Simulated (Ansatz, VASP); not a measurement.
**TaN in VASP and in Ansatz**

```
Ta N
1.0
     2.84986    0.00000    0.00000
    -1.42493    2.46805    0.00000
     0.00000    0.00000    2.88300
Ta N
1 1
Direct
  0.33333 0.66667 0.50000
  0.00000 0.00000 0.00000
```

Change from the starting cell: equal xx and yy strain of -3 %.

Alike in both runs: task single point; functional PBEsol; k mesh 12 × 12 × 10; occupations fermi-dirac, width 0.02 eV; no spin polarisation.

|  | VASP | Ansatz |
| --- | --- | --- |
| version | VASP 6.6.1 | Ansatz 0.2.0 |
| potentials or method | VASP PAW PBE potentials, release 64 (Ta_pv, N), cutoff 520 eV | all-electron LAPW, scalar-relativistic |

```csv
,VASP,Ansatz,Ansatz less VASP
pressure (GPa),19.3,18.0,-1.24
largest component of the traceless stress (GPa),12.70,12.84,+0.140
```

Ansatz ran all-electron here, so the differences hold the error of VASP's frozen core and of both bases.

Caveats: so large a pressure means that the cell lies far from this level's equilibrium, or that cutoff or potentials fall short (VASP); the potentials were made for another functional, which shifts forces and pressure (VASP). The runs have no spin-orbit coupling, so splittings on Ta are missing.
